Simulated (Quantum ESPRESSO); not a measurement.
Crystal: C.

```
CELL_PARAMETERS angstrom
0.00000 1.78337 1.78337
1.78337 0.00000 1.78337
1.78337 1.78337 0.00000
ATOMIC_POSITIONS crystal
C 0.75000 0.75000 0.75000
C 0.50000 0.50000 0.50000
```

This isn't the form of C at room conditions, which is graphite.

Base run:

- Program: Quantum ESPRESSO 7.5
- Functional: WC
- Potentials or basis: PseudoDojo 0.4.1 SR PBE standard
- Cutoff: 1116 eV
- Density cutoff: 4463 eV
- k mesh: 14 × 14 × 14, shifted
- Occupations: fermi-dirac, width 0.05 eV
- Spin: no spin polarisation

Its results: pressure -2.4 GPa; electronic dielectric tensor (diagonal) 5.81.

**Question.** After a change of settings the same cell gave: pressure 16.2 GPa; electronic dielectric tensor (diagonal) 5.69. Which change was it?
A. functional from WC to LDA; potentials or basis from PseudoDojo 0.4.1 SR PBE standard to PseudoDojo 0.4.1 SR LDA standard
B. functional from WC to PBEsol; potentials or basis from PseudoDojo 0.4.1 SR PBE standard to PseudoDojo 0.4.1 SR PBEsol standard
C. functional from WC to AM05
D. functional from WC to BLYP

**Answer.** D.

BLYP binds less tightly than WC, so the same cell stands under more pressure.

Caveats: the potentials were made for another functional, which shifts forces and pressure; the cell is more than 3 GPa from zero pressure, which shifts response properties (some runs).

Runs at the PBE level aren't shown here.
